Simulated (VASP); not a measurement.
## Cu: relaxation of the atoms with PBEsol

The system is Cu, a slab with vacuum.

```
Cu
1.0
     2.97979    0.00000    0.00000
     0.00000    2.97979    0.00000
     0.00000    0.00000   20.40000
Cu
5
Direct
  0.00000 0.00000 0.36765
  0.50000 0.50000 0.43382
  0.00000 0.00000 0.50000
  0.50000 0.50000 0.56618
  0.00000 0.00000 0.63235
```

The cell was built by a generator and needn't be a form met in nature.

```
Program                : VASP 6.6.1
Task                   : relaxation of the atoms
Functional             : PBEsol
Potentials or basis    : VASP PAW PBE potentials, release 64 (Cu)
Cutoff                 : 520 eV
k mesh                 : 14 × 14 × 1
Occupations            : methfessel-paxton, width 0.2 eV
Spin                   : no spin polarisation
Further INCAR settings : ALGO = Normal; EDIFF = 1e-07; IBRION = 2; EDIFFG = -0.005; NSW = 60
```

* Energy gained by relaxing: 19.2 meV/atom
* Ionic steps: 8
* Band gap on the k mesh: none (metal or under the smearing width)

Forces in eV/Å, atoms in the order of the input:
```
Cu   0.000  0.000 -0.001
Cu   0.000  0.000 -0.002
Cu   0.000  0.000  0.000
Cu   0.000  0.000  0.002
Cu   0.000  0.000  0.001
```

Step by step:
| step | energy change (eV) | largest force (eV/Å) | pressure (GPa) |
| --- | --- | --- | --- |
| 1 | 0.0000 | 0.5710 | -3.81 |
| 2 | -0.0297 | 0.4623 | -3.53 |
| 3 | -0.0705 | 0.2945 | -2.53 |
| 4 | -0.0835 | 0.2106 | -2.29 |
| 5 | -0.0958 | 0.0397 | -1.61 |
| 6 | -0.0960 | 0.0066 | -1.71 |
| 7 | -0.0960 | 0.0066 | -1.70 |
| 8 | -0.0960 | 0.0020 | -1.68 |

Final structure:
```xyz
5
Lattice="2.9798 0.0000 0.0000 0.0000 2.9798 0.0000 0.0000 0.0000 20.4000" Properties=species:S:1:pos:R:3 pbc="T T T"
Cu    0.0000    0.0000    7.6659
Cu    1.4899    1.4899    8.8876
Cu    0.0000    0.0000   10.2000
Cu    1.4899    1.4899   11.5124
Cu    2.9798    0.0000   12.7341
```

Levels at points of the mesh, in eV from the Fermi level:
```
           k point  band 25  band 26  band 27  band 28  band 29  band 30  band 31  band 32
(0.00, 0.00, 0.00)    -1.61    -1.51    -1.35    -1.27     0.39     2.92     4.32     4.40
(0.50, 0.00, 0.00)    -1.32    -1.32    -1.29    -0.79    -0.51     0.39     2.51     3.28
(0.50, 0.50, 0.00)    -1.61     0.14     0.14     2.73     2.73     3.74     3.88     4.42
```

Wall time 4.7 min on 8 MPI ranks on Intel(R) Xeon(R) Platinum 8259CL CPU @ 2.50GHz (Skylake/Cascade Lake), on a shared host, peak memory 0.44 GiB a rank.

Caveat: the PAW data sets were made with another functional, which shifts forces and pressure a little.
